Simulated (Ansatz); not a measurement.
Method: Ansatz, DFT PBE, scalar-relativistic, plane waves, PAW. All cells share a 420 eV cutoff and Γ-centred k meshes spaced at most about 0.3 Å⁻¹ (about 0.25 or finer for metals, 2π included). No spin polarisation.

Temperature and zero-point effects are left out. All are two-dimensional sheets, periodic along a and b, with vacuum along c.

Task: Order these relaxed structures of B by energy, lowest first, with the energy over the lowest of them.
1.

```
B
1.0
     2.91708    0.00000    0.00000
    -1.45854    2.52627    0.00000
     0.00000    0.00000   23.97511
B
2
Direct
  0.66667 0.33333 0.31282
  0.33333 0.66667 0.31282
```

2.

```
B
1.0
     2.93269   -0.41977    0.00000
    -1.10281    2.74967    0.00000
     0.00000    0.00000   23.80000
B
3
Cartesian
  2.0540 0.2703 7.0000
  0.7088 1.3268 7.0000
  -0.6363 2.3833 7.0000
```

3.

```
B
1.0
     1.75489    0.00000    0.00000
     0.00000    1.75489    0.00000
     0.00000    0.00000   33.57897
B
2
Direct
  0.50000 0.50000 0.20011
  0.50000 0.50000 0.33594
```

4.

```
B
1.0
     1.82312    0.00000    0.00000
     0.00000    1.82312    0.00000
     0.00000    0.00000   26.41335
B
2
Direct
  0.00000 0.00000 0.33600
  0.00000 0.00000 0.26976
```

Result: 2 (0 meV/atom), 4 (466 meV/atom), 1 (567 meV/atom), 3 (931 meV/atom). Forms: cell 2 p6/mmm; cell 4 p4/mmm; cell 1 p6/mmm; cell 3 p4/mmm. Counting all near atoms (those within 1.25 times the shortest such distance or 1.15 times the sum of covalent radii, 1.27 where that leaves under three): cell 2 has B 6; cell 4 has B 5; cell 1 has B 3; cell 3 has B 4. All come from invented guesses.

Cells relaxed within their symmetry can be saddle points. Some types were kept out of the candidates beforehand, so the set may lack a known form.
